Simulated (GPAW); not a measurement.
# PbS (Galena) (Fm-3m) in GPAW: further runs

Aim: see how the results for PbS (Galena) move with the level of theory and the settings. Levels: PBE, LDA. Tasks: single point.

Everything below comes from runs of GPAW 26.7.0. Logs are shortened: lines on timing, memory, paths and dates and some standing lists are left out, and cuts for length are marked. The log counts tension as positive stress, the text compression.

**1. The crystal as given**

It takes space group Fm-3m (No. 225, cubic). Conventional cell: a = 5.931 Å, b = 5.931 Å, c = 5.931 Å, α = 90.00°, β = 90.00°, γ = 90.00°. Pb (site symmetry m-3m) is surrounded by 6 S at 2.97 Å. S (site symmetry m-3m) is surrounded by 6 Pb at 2.97 Å.

**2. Single point, PBE**

run.py

```python
import spglib
from ase import Atoms
from ase.dft.bandgap import bandgap
from ase.io import read, write
from ase.units import GPa
from gpaw import GPAW, PW

atoms = read('PbS.cif')
cell, positions, numbers = spglib.find_primitive(
    (atoms.cell[:], atoms.get_scaled_positions(), atoms.numbers), symprec=1e-4)
atoms = Atoms(numbers, cell=cell, scaled_positions=positions, pbc=True)

calc = GPAW(mode=PW(700),
            xc='PBE',
            kpts={'size': (6, 6, 6), 'gamma': True},
            occupations={'name': 'fermi-dirac', 'width': 0.05},
            nbands=19,
            convergence={'density': 1e-05, 'energy': 1e-05},
            maxiter=75,
            txt='gpaw.txt')
atoms.calc = calc
energy = atoms.get_potential_energy()
forces = atoms.get_forces()
stress = atoms.get_stress()
calc.write('gs.gpw')
write('result.traj', atoms)
print(f'Energy: {energy:.6f} eV')
print('Forces (eV/A):')
print(forces.round(4))
print('Stress (GPa):', (stress / GPa).round(3))
print('Fermi level:', round(calc.get_fermi_level(), 4), 'eV')
print(f'Gap: {bandgap(calc)[0]:.4f} eV, direct: {bandgap(calc, direct=True)[0]:.4f} eV')
```

PbS.cif

```cif
data_PbS
_cell_length_a 5.93150000
_cell_length_b 5.93150000
_cell_length_c 5.93150000
_cell_angle_alpha 90.00000000
_cell_angle_beta 90.00000000
_cell_angle_gamma 90.00000000
_space_group_name_H-M_alt 'Fm-3m'
_space_group_name_Hall '-F 4 2 3'
_space_group_IT_number 225
loop_
_space_group_symop_operation_xyz
'x,y,z'
'-x,-y,-z'
'-y,x,z'
'y,-x,-z'
'-x,-y,z'
'x,y,-z'
'y,-x,z'
'-y,x,-z'
'x,-y,-z'
'-x,y,z'
'-y,-x,-z'
'y,x,z'
'-x,y,-z'
'x,-y,z'
'y,x,-z'
'-y,-x,z'
'z,x,y'
'-z,-x,-y'
'z,-y,x'
'-z,y,-x'
'z,-x,-y'
'-z,x,y'
'z,y,-x'
'-z,-y,x'
'-z,x,-y'
'z,-x,y'
'-z,-y,-x'
'z,y,x'
'-z,-x,y'
'z,x,-y'
'-z,y,x'
'z,-y,-x'
'y,z,x'
'-y,-z,-x'
'x,z,-y'
'-x,-z,y'
'-y,z,-x'
'y,-z,x'
'-x,z,y'
'x,-z,-y'
'-y,-z,x'
'y,z,-x'
'-x,-z,-y'
'x,z,y'
'y,-z,-x'
'-y,z,x'
'x,-z,y'
'-x,z,-y'
'x,y+1/2,z+1/2'
'-x,-y+1/2,-z+1/2'
'-y,x+1/2,z+1/2'
'y,-x+1/2,-z+1/2'
[... 63 lines left out ...]
'-z+1/2,y,-x+1/2'
'z+1/2,-x,-y+1/2'
'-z+1/2,x,y+1/2'
'z+1/2,y,-x+1/2'
'-z+1/2,-y,x+1/2'
'-z+1/2,x,-y+1/2'
'z+1/2,-x,y+1/2'
'-z+1/2,-y,-x+1/2'
'z+1/2,y,x+1/2'
'-z+1/2,-x,y+1/2'
'z+1/2,x,-y+1/2'
'-z+1/2,y,x+1/2'
'z+1/2,-y,-x+1/2'
'y+1/2,z,x+1/2'
'-y+1/2,-z,-x+1/2'
'x+1/2,z,-y+1/2'
'-x+1/2,-z,y+1/2'
'-y+1/2,z,-x+1/2'
'y+1/2,-z,x+1/2'
'-x+1/2,z,y+1/2'
'x+1/2,-z,-y+1/2'
'-y+1/2,-z,x+1/2'
'y+1/2,z,-x+1/2'
'-x+1/2,-z,-y+1/2'
'x+1/2,z,y+1/2'
'y+1/2,-z,-x+1/2'
'-y+1/2,z,x+1/2'
'x+1/2,-z,y+1/2'
'-x+1/2,z,-y+1/2'
'x+1/2,y+1/2,z'
'-x+1/2,-y+1/2,-z'
'-y+1/2,x+1/2,z'
'y+1/2,-x+1/2,-z'
'-x+1/2,-y+1/2,z'
'x+1/2,y+1/2,-z'
'y+1/2,-x+1/2,z'
'-y+1/2,x+1/2,-z'
'x+1/2,-y+1/2,-z'
'-x+1/2,y+1/2,z'
'-y+1/2,-x+1/2,-z'
'y+1/2,x+1/2,z'
'-x+1/2,y+1/2,-z'
'x+1/2,-y+1/2,z'
'y+1/2,x+1/2,-z'
'-y+1/2,-x+1/2,z'
'z+1/2,x+1/2,y'
'-z+1/2,-x+1/2,-y'
'z+1/2,-y+1/2,x'
'-z+1/2,y+1/2,-x'
'z+1/2,-x+1/2,-y'
'-z+1/2,x+1/2,y'
'z+1/2,y+1/2,-x'
'-z+1/2,-y+1/2,x'
'-z+1/2,x+1/2,-y'
'z+1/2,-x+1/2,y'
'-z+1/2,-y+1/2,-x'
'z+1/2,y+1/2,x'
'-z+1/2,-x+1/2,y'
'z+1/2,x+1/2,-y'
'-z+1/2,y+1/2,x'
'z+1/2,-y+1/2,-x'
'y+1/2,z+1/2,x'
'-y+1/2,-z+1/2,-x'
'x+1/2,z+1/2,-y'
'-x+1/2,-z+1/2,y'
'-y+1/2,z+1/2,-x'
'y+1/2,-z+1/2,x'
'-x+1/2,z+1/2,y'
'x+1/2,-z+1/2,-y'
'-y+1/2,-z+1/2,x'
'y+1/2,z+1/2,-x'
'-x+1/2,-z+1/2,-y'
'x+1/2,z+1/2,y'
'y+1/2,-z+1/2,-x'
'-y+1/2,z+1/2,x'
'x+1/2,-z+1/2,y'
'-x+1/2,z+1/2,-y'
loop_
_atom_site_label
_atom_site_type_symbol
_atom_site_symmetry_multiplicity
_atom_site_Wyckoff_symbol
_atom_site_fract_x
_atom_site_fract_y
_atom_site_fract_z
_atom_site_occupancy
Pb1 Pb 4 a 0.0000000000 0.0000000000 0.0000000000 1
S1 S 4 b 0.5000000000 0.0000000000 0.0000000000 1
```

Potentials or basis: GPAW PAW data sets (gpaw-data 1.2.1), pw.

Run with:

```
$ OMP_NUM_THREADS=1 python run.py
```

gpaw.txt:

```text
__  _  _
 | _ |_)|_||  |
 |__||  | ||/\| - 26.7.0

Input parameters:
  mode=PW(ecut=700.0),
  convergence={'density': 1e-05, 'energy': 1e-05},
  kpts=MonkhorstPack(size=(6, 6, 6), gamma=True),
  maxiter=75,
  nbands=19,
  occupations=Occupations(name='fermi-dirac', width=0.05),
  xc=XC(name='PBE')

Diagonalizing LCAO Hamiltonian
Converting LCAO to pw mode

                S

       Pb

Atoms  # Å, Bohr magnetons
|   | symbol |        x |        y |        z |    initial magnetic moments |
|---|--------|----------|----------|----------|-----------------------------|
| 0 |     Pb | 0.000000 | 0.000000 | 0.000000 | ( 0.0000,  0.0000,  0.0000) |
| 1 |      S | 2.965750 | 2.965750 | 2.965750 | ( 0.0000,  0.0000,  0.0000) |

Unit cell  # Å
| periodic |        x |        y |        z |  lengths |    angles |
|----------|----------|----------|----------|----------|-----------|
|      yes | 0.000000 | 2.965750 | 2.965750 | 4.194204 | 60.000000 |
|      yes | 2.965750 | 0.000000 | 2.965750 | 4.194204 | 60.000000 |
|      yes | 2.965750 | 2.965750 | 0.000000 | 4.194204 | 60.000000 |

Number of symmetries: 48
Symmetry operations  # r_c * U_cc + t_c -> r_c
|    | kind |            matrix            |
|----|------|------------------------------|
|  0 |  σ   |  1, 0, 0,  1, 0,-1,  1,-1, 0 |
|  1 |  C2  |  1, 0, 0,  1,-1, 0,  1, 0,-1 |
|  2 |  E   |  1, 0, 0,  0, 1, 0,  0, 0, 1 |
|  3 |  σ   |  1, 0, 0,  0, 0, 1,  0, 1, 0 |
|  4 |  C4  |  1, 0,-1,  1, 0, 0,  1,-1, 0 |
|  5 |  S6  |  1, 0,-1,  1,-1, 0,  1, 0, 0 |
|  6 |  σ   |  1, 0,-1,  0, 1,-1,  0, 0,-1 |
|  7 |  C3  |  1, 0,-1,  0, 0,-1,  0, 1,-1 |
|  8 |  S6  |  1,-1, 0,  1, 0, 0,  1, 0,-1 |
|  9 |  C4  |  1,-1, 0,  1, 0,-1,  1, 0, 0 |
| 10 |  C3  |  1,-1, 0,  0,-1, 1,  0,-1, 0 |
| 11 |  σ   |  1,-1, 0,  0,-1, 0,  0,-1, 1 |
| 12 |  σ   |  0, 1, 0,  1, 0, 0,  0, 0, 1 |
| 13 |  C4  |  0, 1, 0,  0, 1,-1, -1, 1, 0 |
| 14 |  C3  |  0, 1, 0,  0, 0, 1,  1, 0, 0 |
| 15 |  S6  |  0, 1, 0, -1, 1, 0,  0, 1,-1 |
| 16 |  C2  |  0, 1,-1,  1, 0,-1,  0, 0,-1 |
| 17 |  σ   |  0, 1,-1,  0, 1, 0, -1, 1, 0 |
| 18 |  S4  |  0, 1,-1,  0, 0,-1,  1, 0,-1 |
| 19 |  C4  |  0, 1,-1, -1, 1, 0,  0, 1, 0 |
| 20 |  C3  |  0, 0, 1,  1, 0, 0,  0, 1, 0 |
| 21 |  σ   |  0, 0, 1,  0, 1, 0,  1, 0, 0 |
| 22 |  S6  |  0, 0, 1,  0,-1, 1, -1, 0, 1 |
| 23 |  C4  |  0, 0, 1, -1, 0, 1,  0,-1, 1 |
| 24 |  S4  |  0, 0,-1,  1, 0,-1,  0, 1,-1 |
| 25 |  C3  |  0, 0,-1,  0, 1,-1,  1, 0,-1 |
| 26 |  C2  |  0, 0,-1,  0,-1, 0, -1, 0, 0 |
| 27 |  S6  |  0, 0,-1, -1, 0, 0,  0,-1, 0 |
| 28 |  S4  |  0,-1, 1,  1,-1, 0,  0,-1, 0 |
| 29 |  C4  |  0,-1, 1,  0, 0, 1, -1, 0, 1 |
| 30 |  C2  |  0,-1, 1,  0,-1, 0,  1,-1, 0 |
| 31 |  σ   |  0,-1, 1, -1, 0, 1,  0, 0, 1 |
| 32 |  C3  |  0,-1, 0,  1,-1, 0,  0,-1, 1 |
| 33 |  S6  |  0,-1, 0,  0, 0,-1, -1, 0, 0 |
| 34 |  S4  |  0,-1, 0,  0,-1, 1,  1,-1, 0 |
| 35 |  C2  |  0,-1, 0, -1, 0, 0,  0, 0,-1 |
| 36 |  C2  | -1, 1, 0,  0, 1, 0,  0, 1,-1 |
| 37 |  S6  | -1, 1, 0,  0, 1,-1,  0, 1, 0 |
| 38 |  S4  | -1, 1, 0, -1, 0, 1, -1, 0, 0 |
| 39 |  C3  | -1, 1, 0, -1, 0, 0, -1, 0, 1 |
| 40 |  S6  | -1, 0, 1,  0, 0, 1,  0,-1, 1 |
| 41 |  C2  | -1, 0, 1,  0,-1, 1,  0, 0, 1 |
| 42 |  C3  | -1, 0, 1, -1, 1, 0, -1, 0, 0 |
| 43 |  S4  | -1, 0, 1, -1, 0, 0, -1, 1, 0 |
| 44 |  C2  | -1, 0, 0,  0, 0,-1,  0,-1, 0 |
| 45 |  i   | -1, 0, 0,  0,-1, 0,  0, 0,-1 |
| 46 |  σ   | -1, 0, 0, -1, 1, 0, -1, 0, 1 |
[... 67 lines left out ...]
    |   5d | 10.000 |     -21.211 |    1.217 |
    |    s |        |      15.243 |    1.259 |
    |    p |        |      23.705 |    1.275 |
    |    d |        |       6.001 |    1.217 |

    Using partial waves for Pb as LCAO basis

  S:
    name:    Sulfur
    Z:       16.0
    valence: 6
    core:    10
    charge:  0.0  # [|e|]
    compensation charges:
      type: gauss
      rc: 0.24  # [Å]
      lmax: 2
    cutoffs:
      filter: 1.77  # [Å]
      core: 1.66  # [Å]
    projectors
    | kind |    occ | energy [eV] | rcut [Å] |
    |------|--------|-------------|----------|
    |   3s |  2.000 |     -17.254 |    0.974 |
    |   3p |  4.000 |      -7.008 |    0.979 |
    |    s |        |       9.957 |    0.974 |
    |    p |        |      20.203 |    0.979 |
    |    d |        |       0.000 |    0.900 |

    Using partial waves for S as LCAO basis

Reference energy: -578132.083262  # eV

eigensolver:
  PPCG
  Converge bands: occupied
  niter=2

density mixing:
  MSR1-Mixer
  Pratt-step length: 0.05
  Maximum mixing coefficient: 0.75
  Old densities: 10
  SVD Regularization: 0.005
  Good broyden scale: 1.0
  Trust region scale: 1.0
  Backstep threshold: 4.0
  History deletion threshold: 6.0
  Fourier metric: weight=20.0, sigma=0.015

occupation numbers:
  Fermi-Dirac:
    width: 0.0500  # eV

poisson solver:
  ecut: 5600.0  # eV

xc functional:
  name: PBE with 2 nearest neighbor stencil

convergence criteria:
- Maximum integral of absolute [dens]ity change: 1e-05 electrons / valence electron
- Maximum [total energy] change in last 3 cyles: 1e-05 eV / valence electron
- Maximum integral of absolute [eigenst]ate change: 4e-08 eV^2 / valence electron
maximum number of iterations: 75

SCF iterations
|iter     | |      energy | eigst |  dens |
|---------|-|-------------|-------|-------|
|iter:   1| |   -9.407419 | -0.15 |       |
|iter:   2| |   -9.299296 | -1.92 | -1.16 |
|iter:   3| |   -8.973036 | -1.65 | -1.21 |
|iter:   4| |   -8.975152 | -3.74 | -1.81 |
|iter:   5| |   -8.976222 | -4.18 | -2.16 |
|iter:   6| |   -8.976263 | -5.51 | -3.15 |
|iter:   7| |   -8.976270c| -6.53 | -3.63 |
|iter:   8| |   -8.976270c| -7.55c| -4.45 |
|iter:   9| |   -8.976270c| -7.56c| -5.19c|

Converged in 9 steps
Energy contributions relative to reference atoms: (reference = -578132.083262)

Energy contributions:
  Kinetic:          18.561654
  Coulomb:         -18.964912
  Zero:              0.064563
  External:          0.000000
  Xc:               -8.637244
  Entropy:          -0.000662
  Spinorbit:         0.000000
  ----------------------------
  Free energy:      -8.976601
  Extrapolated:     -8.976270

dipole moment: (-25.074474, -25.074474, -25.074474)  # |e|*Ang

Fermi level: 6.424
Eigenvalues  # (at kpt = [0.000, 0.000, 0.000])
| band index |      eig [eV] | occ [0-2] |
|------------|---------------|-----------|
|          0 |       -10.580 |     2.000 |
|        ... |               |           |
|          2 |       -10.580 |     2.000 |
|          3 |       -10.570 |     2.000 |
|          4 |       -10.570 |     2.000 |
|          5 |        -7.362 |     2.000 |
|          6 |         0.256 |     2.000 |
|          7 |         4.048 |     2.000 |
[... 9 lines left out ...]
|         17 |        15.282 |     0.000 |
|         18 |        15.282 |     0.000 |

Gap: 0.309 eV
Transition (v -> c):
  (s=0, k=15, n=9, [0.50, 0.50, 0.50]) -> (s=0, k=15, n=10, [0.50, 0.50, 0.50])
No difference between direct/indirect transitions

Forces  # eV/Ang
|        x |        y |        z |
|----------|----------|----------|
| -0.00000 |  0.00000 |  0.00000 |  # Pb   0
|  0.00000 | -0.00000 | -0.00000 |  # S    1

Stress tensor  # eV/Ang^3
|         x |         y |         z |
|-----------|-----------|-----------|
| -0.012226 |  0.000000 |  0.000000 |
|  0.000000 | -0.012226 | -0.000000 |
|  0.000000 | -0.000000 | -0.012226 |

# Writing to gs.gpw (mode='')
```

Run time: 11 s. Hardware: 1 thread of Intel Xeon Platinum 8488C (Sapphire Rapids), shared host; peak memory 0.17 GiB.

What came out:

```
Free energy            : -8.9766 eV
Pressure               : 2.0 GPa
Band gap on the k mesh : 0.31 eV, direct
```

Levels at points of the mesh, in eV from the valence-band top:
```tsv
k point	band 6	band 7	band 8	band 9	band 10	band 11	band 12	band 13	band 14	band 15
(0.00, 0.00, 0.00)	-13.63	-6.01	-2.22	-2.22	-2.22	5.15	5.15	5.15	6.66	6.66
(0.50, 0.50, 0.00)	-11.97	-7.16	-5.24	-3.49	-3.49	3.82	5.52	5.62	5.62	11.00
(0.50, 0.50, 0.50)	-12.41	-8.83	-1.83	-1.83	0.00	0.31	1.90	1.90	8.63	10.02
```

Caveat: spin-orbit coupling is left out, which as a rule narrows the gap of such compounds by several tenths of an eV.

**3. Single point, PBE**

run.py

```python
from ase import Atoms
from ase.dft.bandgap import bandgap
from ase.io import write
from ase.units import GPa
from gpaw import GPAW, PW

atoms = Atoms(['Pb', 'S'],
              cell=[[0.0, 2.96575, 2.96575],
                    [2.96575, 0.0, 2.96575],
                    [2.96575, 2.96575, 0.0]],
              scaled_positions=[[0.0, 0.0, 0.0],
                                [0.5, 0.5, 0.5]],
              pbc=True)

calc = GPAW(mode=PW(1200),
            xc='PBE',
            kpts={'size': (6, 6, 6), 'gamma': True},
            occupations={'name': 'fermi-dirac', 'width': 0.05},
            nbands=19,
            convergence={'density': 1e-05, 'energy': 1e-05},
            maxiter=100,
            txt='gpaw.txt')
atoms.calc = calc
energy = atoms.get_potential_energy()
forces = atoms.get_forces()
stress = atoms.get_stress()
calc.write('gs.gpw')
write('result.traj', atoms)
print(f'Energy: {energy:.6f} eV')
print('Forces (eV/A):')
print(forces.round(4))
print('Stress (GPa):', (stress / GPa).round(3))
print('Fermi level:', round(calc.get_fermi_level(), 4), 'eV')
print(f'Gap: {bandgap(calc)[0]:.4f} eV, direct: {bandgap(calc, direct=True)[0]:.4f} eV')
```

Potentials or basis: GPAW PAW data sets (gpaw-data 1.2.1), pw.

Run with:

```
$ OMP_NUM_THREADS=1 python run.py
```

Wall time 21 s (1 thread of Intel Xeon Platinum 8488C (Sapphire Rapids), shared host); peak memory 0.23 GiB.

It converged, with:

| Property | Result |
| --- | --- |
| Free energy | -8.9805 eV |
| Pressure | 2.0 GPa |
| Band gap on the k mesh | 0.31 eV, direct |

Levels at points of the mesh, in eV from the valence-band top:
| k point | band 7 | band 8 | band 9 | band 10 | band 11 | band 12 | band 13 | band 14 |
| --- | --- | --- | --- | --- | --- | --- | --- | --- |
| (0.00, 0.00, 0.00) | -6.01 | -2.22 | -2.22 | -2.22 | 5.15 | 5.15 | 5.15 | 6.66 |
| (0.50, 0.50, 0.00) | -7.16 | -5.24 | -3.49 | -3.49 | 3.82 | 5.52 | 5.62 | 5.62 |
| (0.50, 0.50, 0.50) | -8.83 | -1.83 | -1.83 | 0.00 | 0.31 | 1.90 | 1.90 | 8.63 |

Caveat: spin-orbit coupling is left out, which as a rule narrows the gap of such compounds by several tenths of an eV. A k mesh can miss the band edges.

**4. Single point, LDA**

run.py

```python
from ase.dft.bandgap import bandgap
from ase.io import write
from ase.spacegroup import crystal
from ase.units import GPa
from gpaw import GPAW, PW

# Pb 4a
# S 4b
atoms = crystal(['Pb', 'S'],
                basis=[[0.0, 0.0, 0.0],
                       [0.5, 0.0, 0.0]],
                spacegroup=225, setting=1,  # Fm-3m
                cellpar=[5.9315, 5.9315, 5.9315, 90.0, 90.0, 90.0],
                primitive_cell=True)

calc = GPAW(mode=PW(500),
            xc='LDA',
            kpts={'size': (6, 6, 6), 'gamma': True},
            occupations={'name': 'fermi-dirac', 'width': 0.05},
            nbands=19,
            maxiter=120,
            txt='gpaw.txt')
atoms.calc = calc
energy = atoms.get_potential_energy()
forces = atoms.get_forces()
stress = atoms.get_stress()
calc.write('gs.gpw')
write('result.traj', atoms)
print(f'Energy: {energy:.6f} eV')
print('Forces (eV/A):')
print(forces.round(4))
print('Stress (GPa):', (stress / GPa).round(3))
print('Fermi level:', round(calc.get_fermi_level(), 4), 'eV')
print(f'Gap: {bandgap(calc)[0]:.4f} eV, direct: {bandgap(calc, direct=True)[0]:.4f} eV')
```

Potentials or basis: the program's PAW data sets (release 1.2.1) made for this functional, pw.

Run with:

```
$ OMP_NUM_THREADS=1 python run.py
```

gpaw.txt:

```text
__  _  _
 | _ |_)|_||  |
 |__||  | ||/\| - 26.7.0

Input parameters:
  mode=PW(ecut=500.0),
  kpts=MonkhorstPack(size=(6, 6, 6), gamma=True),
  maxiter=120,
  nbands=19,
  occupations=Occupations(name='fermi-dirac', width=0.05),
  xc=XC(name='LDA')

Diagonalizing LCAO Hamiltonian
Converting LCAO to pw mode

                S

       Pb

Atoms  # Å, Bohr magnetons
|   | symbol |        x |        y |        z |    initial magnetic moments |
|---|--------|----------|----------|----------|-----------------------------|
| 0 |     Pb | 0.000000 | 0.000000 | 0.000000 | ( 0.0000,  0.0000,  0.0000) |
| 1 |      S | 2.965750 | 2.965750 | 2.965750 | ( 0.0000,  0.0000,  0.0000) |

Unit cell  # Å
| periodic |        x |        y |        z |  lengths |    angles |
|----------|----------|----------|----------|----------|-----------|
|      yes | 0.000000 | 2.965750 | 2.965750 | 4.194204 | 60.000000 |
|      yes | 2.965750 | 0.000000 | 2.965750 | 4.194204 | 60.000000 |
[... 197 lines left out ...]

Converged in 8 steps
Energy contributions relative to reference atoms: (reference = -577795.517574)

Energy contributions:
  Kinetic:          13.139994
  Coulomb:         -14.068327
  Zero:              0.006403
  External:          0.000000
  Xc:               -9.307190
  Entropy:          -0.001441
  Spinorbit:         0.000000
  ----------------------------
  Free energy:     -10.230560
  Extrapolated:    -10.229840

dipole moment: (-25.170252, -25.170252, -25.170252)  # |e|*Ang

Fermi level: 6.023
Eigenvalues  # (at kpt = [0.000, 0.000, 0.000])
| band index |      eig [eV] | occ [0-2] |
|------------|---------------|-----------|
|          0 |       -10.801 |     2.000 |
|        ... |               |           |
|          2 |       -10.801 |     2.000 |
|          3 |       -10.799 |     2.000 |
|          4 |       -10.799 |     2.000 |
|          5 |        -7.655 |     2.000 |
|          6 |        -0.159 |     2.000 |
|          7 |         3.756 |     2.000 |
[... 9 lines left out ...]
|         17 |        14.946 |     0.000 |
|         18 |        14.947 |     0.000 |

Gap: 0.189 eV
Transition (v -> c):
  (s=0, k=15, n=9, [0.50, 0.50, 0.50]) -> (s=0, k=15, n=10, [0.50, 0.50, 0.50])
No difference between direct/indirect transitions

Forces  # eV/Ang
|        x |        y |        z |
|----------|----------|----------|
| -0.00000 |  0.00000 |  0.00000 |  # Pb   0
|  0.00000 | -0.00000 | -0.00000 |  # S    1

Stress tensor  # eV/Ang^3
|        x |        y |        z |
|----------|----------|----------|
| 0.019259 | 0.000000 | 0.000000 |
| 0.000000 | 0.019259 | 0.000000 |
| 0.000000 | 0.000000 | 0.019259 |

# Writing to gs.gpw (mode='')
```

Wall time 11 s (1 thread of Intel Xeon Platinum 8488C (Sapphire Rapids), shared host); peak memory 0.15 GiB.

Results:

```yaml
Free_energy: -10.2306 eV
Pressure: -3.1 GPa
Band_gap_on_the_k_mesh: 0.19 eV, direct
```

Caveat: the cutoff is short for stress and forces, so pressures can be off by a GPa or more; spin-orbit coupling is left out, which as a rule narrows the gap of such compounds by several tenths of an eV. A k mesh can miss the band edges.

**5. The runs side by side**

```tsv
level	potentials or basis	cutoff (eV)	maxiter	convergence	other keys	gap on the mesh (eV)	pressure (GPa)
PBE	GPAW PAW data sets (gpaw-data 1.2.1), pw	700	75	-	several, not listed	0.31	2.0
PBE	GPAW PAW data sets (gpaw-data 1.2.1), pw	1200	100	-	several, not listed	0.31	2.0
LDA	the program's PAW data sets (release 1.2.1) made for this functional, pw	500	120	default	-	0.19	-3.1
```

Alike in all rows: task single point; no spin polarisation; cell as given; k mesh 6 × 6 × 6; smearing fermi-dirac 0.05 eV.

Caveats: spin-orbit coupling is left out, which as a rule narrows the gap of such compounds by several tenths of an eV; the cutoff is short for stress and forces, so pressures can be off by a GPa or more (some runs).

Absolute energies hang on the potentials; compare differences alone.
